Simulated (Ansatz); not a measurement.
# Pt(100) / 3 layers Al(100) / Pt(100): resistance against film thickness, part 2 of 2

Aim: what a thin film of another metal adds to the resistance, first Pt(100) / 3 layers Al(100) / Pt(100).

Ansatz 0.2.0; Ansatz plane-wave DFT, PBEsol, PAW files; ballistic transport by layer matching (Landauer), zero bias; PAW set soft_1.

So far. Step 2 (With 3 layers): The lead's potential steps by 12 meV from period to period, small in itself. The program estimates the junction's conductance to 9.2 % from the k-mesh, 0.4 % from the leads' distance from neutral and 14 % from their steps. Step 3 (With 5 layers, film layers 5): The conductance of the junction is 6.2e14 S/m², 33 % over the 4.6e14 S/m² of the last finished run.

**4. With 6 layers, film layers 6**

The stack now holds 6 film layers; the k-mesh follows the cell, and the energies span -0.27 to 0.27 eV.

System of this step: Pt(100) / 6 layers Al(100) / Pt(100). The cell holds 14 atoms: 8 Pt and 6 Al. Cell: a = 2.773 Å, b = 2.773 Å, c = 28.625 Å, α = 90.0°, β = 90.0°, γ = 90.0°. It derives from Pt and Al. Regions: lead, 8 atoms (8 Pt); films, 6 atoms (6 Al). The structure is stacked along c, and the current runs across the ab planes.

File input.yaml:

```yaml
crystal:
  lattice:
    - [2.7731313745, 0.0, 0.0]
    - [0.0, 2.7731313745, 0.0]
    - [0.0, 0.0, 28.6250534075]
  atoms:
    - { symbol: Pt, position: [0.0, 0.0, 0.0342514645] }
    - { symbol: Pt, position: [0.5, 0.5, 0.1027543934] }
    - { symbol: Pt, position: [0.0, 0.0, 0.1712573224] }
    - { symbol: Pt, position: [0.5, 0.5, 0.2397602514] }
    - { symbol: Al, position: [0.0, 0.0, 0.3116764299] }
    - { symbol: Al, position: [0.5, 0.5, 0.3870058579] }
    - { symbol: Al, position: [0.0, 0.0, 0.462335286] }
    - { symbol: Al, position: [0.5, 0.5, 0.537664714] }
    - { symbol: Al, position: [0.0, 0.0, 0.6129941421] }
    - { symbol: Al, position: [0.5, 0.5, 0.6883235701] }
    - { symbol: Pt, position: [0.0, 0.0, 0.7602397486] }
    - { symbol: Pt, position: [0.5, 0.5, 0.8287426776] }
    - { symbol: Pt, position: [0.0, 0.0, 0.8972456066] }
    - { symbol: Pt, position: [0.5, 0.5, 0.9657485355] }
kpoints:
  mp_grid: { grid: [13, 13, 1] }
hamiltonian:
  xc: pbesol
  pseudopotentials: { kind: paw, azcp: { folder: soft_1 }, xc_functional: pbe }
scf:
  occupations: { method: fermi_dirac, width: 0.1 }
output:
  transmission:
    leads: [[0, 1]]
    kmesh: [26, 26]
    e_range: [-0.27, 0.27]
    de: 0.036
  write_potential: true
  write_density: true
  volumetric_format: npy
```

Command:

```bash
> ansatz run input.yaml --threads 4 --pin off --max-ram 8192MiB --backend cpu --events-out ev --progress --plain --runs-dir out
```

Numbers of over 12 decimals in the logs are rounded to 6 here.

Output:

```text
[...]
Crystal: 14 atoms, lattice volume = 220.134 Å³
Basis set: ecut = 420 eV, 4371 PW (Γ)
Bands: 98, of which v1, the nominal top of the filled ones, is band 81 counted from 1 (80 counted from 0)
Symmetry: 16 space group operations
[...]
k-points: 28 of 169
[...]
--- Transmission ---
  basis      : 69 plane waves across, 45 finite elements along
  points     : 105, standing for a mesh of 26 x 26
[...]
filled         : 20.2 meV over the level at which it is neutral
    channels       : 2.102071e0 a spin
[...]
slowest decay  : 0.0086 /Å at (0.4231, 0.1923)
  junction   : crystal 0 to crystal 0, 0.70 to 27.36 Å
    transmission   : 5.493666e-1 a spin
[...]
resistance     : 1.3352e-3 Ω µm² beyond half of each lead's own
[key lines of the parts left out:]
SCF converged after 10 iterations
Free energy (F): -102231.932548 eV
Fermi energy:    16.261502 eV
```

The job ended after 61 s (4 threads of Arm Neoverse V2, shared host; peak memory 0.93 GiB; 3.6 min of CPU time).

This step gave:

```
free energy                                                                : -102231.9325 eV
energy at zero smearing                                                    : -102231.7019 eV
Fermi energy                                                               : 16.26 eV
step of the lead's potential                                               : 28.4 meV
ballistic conductance of the lead                                          : 2.15e15 S/m²
estimated errors of the lead's conductance                                 : 0, 5.1, 3.7 % (band edges, k-mesh, distance from neutral)
lead conductance per cell                                                  : 2.136 G₀
conductance of the junction                                                : 5.56e14 S/m²
junction conductance per cell                                              : 0.5514 G₀
estimated errors of the junction's conductance                             : 0.1, 0.1, 8.6, 20.4, 1.8 % (energy step, band edges, k-mesh, leads' steps, distance from neutral)
area resistance that the stack adds (contact term taken off, spin by spin) : 1.335 fΩ m²
```

Per spin. The transmission, zone mean by energy, zero at the Fermi level:

| energy (eV) | transmission, zone mean |
| --- | --- |
| -0.270 | 0.600 |
| -0.234 | 0.586 |
| -0.198 | 0.582 |
| -0.162 | 0.580 |
| -0.126 | 0.603 |
| -0.090 | 0.599 |
| -0.054 | 0.573 |
| -0.018 | 0.563 |
| 0.018 | 0.549 |
| 0.054 | 0.508 |
| 0.090 | 0.504 |
| 0.126 | 0.506 |
| 0.162 | 0.505 |
| 0.198 | 0.524 |
| 0.234 | 0.527 |
| 0.270 | 0.527 |

The conductance of the junction is 5.6e14 S/m², 10 % under the 6.2e14 S/m² of the last finished run, no more than the error estimates, leads' steps apart, of 8.5 and 8.6 % together. The estimate from the leads' steps, 20 %, is larger still.

**5. With 8 layers, film layers 8**

The stack now holds 8 film layers; the k-mesh follows the cell, and the energies span -0.27 to 0.27 eV.

System of this step: Pt(100) / 8 layers Al(100) / Pt(100). The cell holds 16 atoms: 8 Pt and 8 Al. Cell: a = 2.773 Å, b = 2.773 Å, c = 32.938 Å, α = 90.0°, β = 90.0°, γ = 90.0°. It derives from Pt and Al. Regions: lead, 8 atoms (8 Pt); films, 8 atoms (8 Al). The structure is stacked along c, and the current runs across the ab planes.

input.yaml, the sections that differ from step 4:

```yaml
crystal:
  lattice:
    - [2.7731313745, 0.0, 0.0]
    - [0.0, 2.7731313745, 0.0]
    - [0.0, 0.0, 32.93767121]
  atoms:
    - { symbol: Pt, position: [0.0, 0.0, 0.0297668282] }
    - { symbol: Pt, position: [0.5, 0.5, 0.0893004846] }
    - { symbol: Pt, position: [0.0, 0.0, 0.148834141] }
    - { symbol: Pt, position: [0.5, 0.5, 0.2083677974] }
    - { symbol: Al, position: [0.0, 0.0, 0.2708677974] }
    - { symbol: Al, position: [0.5, 0.5, 0.336334141] }
    - { symbol: Al, position: [0.0, 0.0, 0.4018004846] }
    - { symbol: Al, position: [0.5, 0.5, 0.4672668282] }
    - { symbol: Al, position: [0.0, 0.0, 0.5327331718] }
    - { symbol: Al, position: [0.5, 0.5, 0.5981995154] }
    - { symbol: Al, position: [0.0, 0.0, 0.663665859] }
    - { symbol: Al, position: [0.5, 0.5, 0.7291322026] }
    - { symbol: Pt, position: [0.0, 0.0, 0.7916322026] }
    - { symbol: Pt, position: [0.5, 0.5, 0.851165859] }
    - { symbol: Pt, position: [0.0, 0.0, 0.9106995154] }
    - { symbol: Pt, position: [0.5, 0.5, 0.9702331718] }
# kpoints, hamiltonian, scf, output: as in step 4
```

Output:

```text
[...]
Crystal: 16 atoms, lattice volume = 253.299 Å³
Basis set: ecut = 420 eV, 5051 PW (Γ)
Bands: 101, of which v1, the nominal top of the filled ones, is band 84 counted from 1 (83 counted from 0)
Symmetry: 16 space group operations
[...]
k-points: 28 of 169
[...]
--- Transmission ---
  basis      : 69 plane waves across, 50 finite elements along
  points     : 105, standing for a mesh of 26 x 26
[...]
filled         : 18.8 meV over the level at which it is neutral
    channels       : 2.125740e0 a spin
[...]
slowest decay  : 0.0301 /Å at (0.4615, 0.0385)
  junction   : crystal 0 to crystal 0, 0.70 to 31.67 Å
    transmission   : 4.912320e-1 a spin
[...]
resistance     : 1.5357e-3 Ω µm² beyond half of each lead's own
[key lines of the parts left out:]
SCF converged after 10 iterations
Free energy (F): -103281.012273 eV
Fermi energy:    15.163334 eV
```

Wall time 68 s (4 threads); peak memory 1.1 GiB; 4.1 min of CPU time.

This step gave:

```yaml
free_energy: -103281.0123 eV
energy_at_zero_smearing: -103280.7666 eV
fermi_energy: 15.16 eV
step_of_the_lead_s_potential: 27.9 meV
ballistic_conductance_of_the_lead: 2.16e15 S/m²
estimated_errors_of_the_lead_s_conductance: 0, 5.1, 3.4 % (band edges, k-mesh, distance from neutral)
lead_conductance_per_cell: 2.141 G₀
conductance_of_the_junction: 5.00e14 S/m²
junction_conductance_per_cell: 0.4965 G₀
estimated_errors_of_the_junction_s_conductance: 0.4, 1.3, 8.5, 97.9, 1.6 % (energy step, band edges, k-mesh, leads' steps, distance from neutral)
area_resistance_that_the_stack_adds_contact_term_taken_off_spin_by_spin: 1.536 fΩ m²
```

Per spin. Table of transmission, zone mean by energy, zero at the Fermi level:

| energy (eV) | transmission, zone mean |
| --- | --- |
| -0.270 | 0.497 |
| -0.234 | 0.500 |
| -0.198 | 0.519 |
| -0.162 | 0.528 |
| -0.126 | 0.529 |
| -0.090 | 0.528 |
| -0.054 | 0.528 |
| -0.018 | 0.501 |
| 0.018 | 0.491 |
| 0.054 | 0.462 |
| 0.090 | 0.445 |
| 0.126 | 0.475 |
| 0.162 | 0.480 |
| 0.198 | 0.473 |
| 0.234 | 0.465 |
| 0.270 | 0.475 |

The conductance of the junction is 5.0e14 S/m², 10.0 % under the 5.6e14 S/m² of the last finished run, no more than the error estimates, leads' steps apart, of 8.6 and 8.5 % together. The estimate from the leads' steps, 98 %, is larger still.

**6. With 10 layers, film layers 10**

The stack now holds 10 film layers; the k-mesh follows the cell, and the energies span -0.27 to 0.27 eV.

System of this step: Pt(100) / 10 layers Al(100) / Pt(100). The cell holds 18 atoms: 8 Pt and 10 Al. Cell: a = 2.773 Å, b = 2.773 Å, c = 37.250 Å, α = 90.0°, β = 90.0°, γ = 90.0°. It derives from Pt and Al. Regions: lead, 8 atoms (8 Pt); films, 10 atoms (10 Al). The structure is stacked along c, and the current runs across the ab planes.

input.yaml, the sections that differ from step 5:

```yaml
crystal:
  lattice:
    - [2.7731313745, 0.0, 0.0]
    - [0.0, 2.7731313745, 0.0]
    - [0.0, 0.0, 37.2502890125]
  atoms:
    - { symbol: Pt, position: [0.0, 0.0, 0.0263206012] }
    - { symbol: Pt, position: [0.5, 0.5, 0.0789618035] }
    - { symbol: Pt, position: [0.0, 0.0, 0.1316030058] }
    - { symbol: Pt, position: [0.5, 0.5, 0.1842442081] }
    - { symbol: Al, position: [0.0, 0.0, 0.2395083283] }
    - { symbol: Al, position: [0.5, 0.5, 0.2973953665] }
    - { symbol: Al, position: [0.0, 0.0, 0.3552824046] }
    - { symbol: Al, position: [0.5, 0.5, 0.4131694428] }
    - { symbol: Al, position: [0.0, 0.0, 0.4710564809] }
    - { symbol: Al, position: [0.5, 0.5, 0.5289435191] }
    - { symbol: Al, position: [0.0, 0.0, 0.5868305572] }
    - { symbol: Al, position: [0.5, 0.5, 0.6447175954] }
    - { symbol: Al, position: [0.0, 0.0, 0.7026046335] }
    - { symbol: Al, position: [0.5, 0.5, 0.7604916717] }
    - { symbol: Pt, position: [0.0, 0.0, 0.8157557919] }
    - { symbol: Pt, position: [0.5, 0.5, 0.8683969942] }
    - { symbol: Pt, position: [0.0, 0.0, 0.9210381965] }
    - { symbol: Pt, position: [0.5, 0.5, 0.9736793988] }
# kpoints, hamiltonian, scf, output: as in step 5
```

Output:

```text
[...]
Crystal: 18 atoms, lattice volume = 286.464 Å³
Basis set: ecut = 420 eV, 5721 PW (Γ)
Bands: 105, of which v1, the nominal top of the filled ones, is band 87 counted from 1 (86 counted from 0)
Symmetry: 16 space group operations
[...]
k-points: 28 of 169
[...]
--- Transmission ---
  basis      : 69 plane waves across, 56 finite elements along
  points     : 105, standing for a mesh of 26 x 26
[...]
filled         : 18.7 meV over the level at which it is neutral
    channels       : 2.125740e0 a spin
[...]
slowest decay  : 0.0301 /Å at (0.4615, 0.0385)
  junction   : crystal 0 to crystal 0, 0.70 to 35.99 Å
    transmission   : 5.686724e-1 a spin
[...]
resistance     : 1.2732e-3 Ω µm² beyond half of each lead's own
[key lines of the parts left out:]
SCF converged after 10 iterations
Free energy (F): -104330.078232 eV
Fermi energy:    14.310788 eV
```

Run time: 76 s. Hardware: 4 threads; peak memory 1.2 GiB; 4.5 min of CPU time.

Numbers from this step:

* free energy: -104330.0782 eV
* energy at zero smearing: -104329.8184 eV
* Fermi energy: 14.31 eV
* step of the lead's potential: 27.7 meV
* lead conductance per cell: 2.142 G₀
* conductance of the junction: 5.76e14 S/m²
* junction conductance per cell: 0.5715 G₀
* estimated errors of the junction's conductance: 0.1, 1.5, 7.6, 44.8, 0.9 % (energy step, band edges, k-mesh, leads' steps, distance from neutral)
* area resistance that the stack adds (contact term taken off, spin by spin): 1.273 fΩ m²

Per spin. The transmission, zone mean by energy, zero at the Fermi level:

| energy (eV) | transmission, zone mean |
| --- | --- |
| -0.270 | 0.514 |
| -0.234 | 0.527 |
| -0.198 | 0.561 |
| -0.162 | 0.587 |
| -0.126 | 0.582 |
| -0.090 | 0.582 |
| -0.054 | 0.586 |
| -0.018 | 0.585 |
| 0.018 | 0.569 |
| 0.054 | 0.549 |
| 0.090 | 0.531 |
| 0.126 | 0.522 |
| 0.162 | 0.536 |
| 0.198 | 0.528 |
| 0.234 | 0.512 |
| 0.270 | 0.520 |

The conductance of the junction is 5.8e14 S/m², 15 % over the 5.0e14 S/m² of the last finished run, no more than the error estimates, leads' steps apart, of 8.5 and 7.6 % together. The estimate from the leads' steps, 45 %, is larger still.

**7. The ladder**

Times are for 4 threads of Arm Neoverse V2, shared host. Results by setting:

| no. | film layers | area resistance that the stack adds (contact term taken off, spin by spin) (fΩ m²) | conductance of the junction (S/m²) | time | memory (GiB) |
| --- | --- | --- | --- | --- | --- |
| 1 | 3 | 1.695 | 4.64e14 | 1.9 min | 0.84 |
| 2 | 5 | 1.155 | 6.19e14 | 61 s | 0.97 |
| 3 | 6 | 1.335 | 5.56e14 | 61 s | 0.93 |
| 4 | 8 | 1.536 | 5.00e14 | 68 s | 1.1 |
| 5 | 10 | 1.273 | 5.76e14 | 76 s | 1.2 |

**8. With 5 layers**

A repeat with a changed input, to see how far the result depends on it.

This step: Ansatz plane-wave DFT, PBEsol, PAW files; ballistic transport by layer matching (Landauer), zero bias; changed: output.transmission.kmesh = [13, 13]; PAW set soft_1 (Ansatz 0.2.0).

System of this step: Pt(100) / 5 layers Al(100) / Pt(100). The cell holds 14 atoms: 9 Pt and 5 Al. Cell: a = 2.773 Å, b = 2.773 Å, c = 28.430 Å, α = 90.0°, β = 90.0°, γ = 90.0°. It derives from Pt and Al. Regions: lead, 9 atoms (9 Pt); films, 5 atoms (5 Al). The structure is stacked along c, and the current runs across the ab planes.

File input.yaml:

```yaml
crystal:
  lattice:
    - [2.7731313745, 0.0, 0.0]
    - [0.0, 2.7731313745, 0.0]
    - [0.0, 0.0, 28.4296445062]
  atoms:
    - { symbol: Pt, position: [0.0, 0.0, 0.0344868892] }
    - { symbol: Pt, position: [0.5, 0.5, 0.1034606676] }
    - { symbol: Pt, position: [0.0, 0.0, 0.172434446] }
    - { symbol: Pt, position: [0.5, 0.5, 0.2414082244] }
    - { symbol: Al, position: [0.0, 0.0, 0.313818713] }
    - { symbol: Al, position: [0.5, 0.5, 0.3896659119] }
    - { symbol: Al, position: [0.0, 0.0, 0.4655131108] }
    - { symbol: Al, position: [0.5, 0.5, 0.5413603097] }
    - { symbol: Al, position: [0.0, 0.0, 0.6172075086] }
    - { symbol: Pt, position: [0.5, 0.5, 0.6896179972] }
    - { symbol: Pt, position: [0.0, 0.0, 0.7585917756] }
    - { symbol: Pt, position: [0.5, 0.5, 0.827565554] }
    - { symbol: Pt, position: [0.0, 0.0, 0.8965393324] }
    - { symbol: Pt, position: [0.5, 0.5, 0.9655131108] }
kpoints:
  mp_grid: { grid: [13, 13, 1] }
hamiltonian:
  xc: pbesol
  pseudopotentials: { kind: paw, azcp: { folder: soft_1 }, xc_functional: pbe }
scf:
  occupations: { method: fermi_dirac, width: 0.1 }
output:
  transmission:
    leads: [[0, 1]]
    kmesh: [13, 13]
    e_range: [-0.27, 0.27]
    de: 0.036
  write_potential: true
  write_density: true
  volumetric_format: npy
```

Output:

```text
[...]
Crystal: 14 atoms, lattice volume = 218.631 Å³
Basis set: ecut = 420 eV, 4339 PW (Γ)
Bands: 107, of which v1, the nominal top of the filled ones, is band 89 counted from 1 (88 counted from 0)
Symmetry: 16 space group operations
[...]
k-points: 28 of 169
[...]
SCF iter   1: F=—  HF=-114105.026790 eV  |F-HF|=—  |Δ(HF+E_count)|=         —  Δρ=1.30e-1  dr2=8.68e2  ethr=3.10e-3  ⟨swp⟩=6.3  Hψ=11145  notcnv=0  defer=10
[...]
SCF iter  10: F=-114092.818515 eV  HF=-114092.818515 eV  |F-HF|=7.06e-9  |Δ(HF+E_count)|=   5.84e-9  Δρ=6.05e-7  dr2=7.26e-9  ethr=5.65e-11  ⟨swp⟩=2.0  Hψ=4372  notcnv=0
SCF 1 converged in 10 iterations: F = -114092.818515 eV  dr2 = 7.26e-9
[...]
transmission: 135 of 1288 steps passed
transmission: 265 of 1288 steps passed
[...]
transmission: 1288 of 1288 steps passed
SCF converged after 10 iterations
Free energy (F): -114092.818515 eV
[...]
Internal energy: -114092.319290 eV  (E = F + TS)
E sigma→0 (E₀):  -114092.568903 eV
Entropy (-TS):   -0.499225 eV (-35.659 meV/atom)
Fermi energy:    17.390350 eV
[...]
--- Band table (eV; the first three rows and the last of 28) ---
  k-point 0: bands = [... 85 lower, 16.6234, 16.8175, 17.0649, 17.2685, 17.2690, 17.2690, 17.3758, 17.7172, ... 14 higher]
  k-point 1: bands = [... 85 lower, 16.6770, 16.8704, 16.9255, 17.1742, 17.1891, 17.2210, 17.2352, 17.4829, ... 14 higher]
  k-point 2: bands = [... 85 lower, 16.5756, 16.7009, 16.7810, 17.0922, 17.3674, 17.5744, 17.6352, 17.7428, ... 14 higher]
  k-point 27: bands = [... 85 lower, 17.7912, 17.7950, 17.8030, 17.8238, 17.8357, 18.4201, 18.5158, 18.7141, ... 14 higher]
--- Transmission ---
  basis      : 69 plane waves across, 46 finite elements along
  points     : 28, standing for a mesh of 13 x 13
[...]
filled         : 10.3 meV over the level at which it is neutral
    channels       : 2.218935e0 a spin
[...]
junction   : crystal 0 to crystal 0, -0.70 to 25.77 Å
    transmission   : 6.020346e-1 a spin
    conductance    : 6.1224e14 S/m² at 300 K (6.1610e14 on every other energy)
[...]
resistance     : 1.1878e-3 Ω µm² beyond half of each lead's own
```

Run time: 24 s. Hardware: 4 threads; peak memory 0.97 GiB; 86 s of CPU time.

Residual by cycle:

cycle, log10 residual and a bar from the least value:
```
        1        2.9 ##############################
        2        2.4 #############################
        3        0.5 #######################
        4       -0.3 #####################
        5       -2.3 ################
        6       -3.7 ############
        7       -4.5 ##########
        8       -5.9 ######
        9       -6.9 ###
       10       -8.1
```

The run finished with changed settings (output.transmission.kmesh = [13, 13]); it serves as a test.

The two runs compared:

| quantity | this run | sound run | difference |
| --- | --- | --- | --- |
| ballistic conductance of the lead (S/m²) | 2.244e15 | 2.171e15 | 7.3e13 |
| lead conductance per cell (G₀) | 2.2274 | 2.1551 | 0.0724 |
| conductance of the junction (S/m²) | 6.122e14 | 6.191e14 | -6.9e12 |
| junction conductance per cell (G₀) | 0.60767 | 0.61449 | -0.00682 |
| area resistance that the stack adds (contact term taken off, spin by spin) (fΩ m²) | 1.1878 | 1.1547 | 0.0331 |

**9. Results**

- area resistance, 3 layers: 1.70 fΩ m²
- area resistance, 5 layers: 1.15 fΩ m²
- area resistance, 6 layers: 1.34 fΩ m²
- area resistance, 8 layers: 1.54 fΩ m²
- area resistance, 10 layers: 1.27 fΩ m²

The stack adds 1.7 fΩ m² with 3 layers and 1.3 fΩ m² with 10. From 5 layers on no step exceeds the two runs' error estimates together, as expected where only the two interfaces scatter; half the mean, 0.66 fΩ m², is a rough coherent figure for one interface. Atoms sit on ideal sites and aren't relaxed. Spin-orbit coupling is left out, which matters for Pt. A lead's potential steps by up to 28 meV from period to period, which the log calls too much, so longer leads could move the result. The program's error estimate for the conductance, leads' steps apart, is near 9.2 %. The program's estimate of the error from the leads' steps alone runs to 98 %. Al(100) is compressed by 3.1 % in plane to fit Pt(100), at its own atomic volume.

[Logs are printed without paths, hosts, clocks, repeated set-up lines and the standing remarks that a program may print on its own settings, such as how far it seeks lower states.]

[Hosts, paths, dates, database ids (printed as entryN), source tags and the programs' standing remarks are cut or masked in the printed files.]
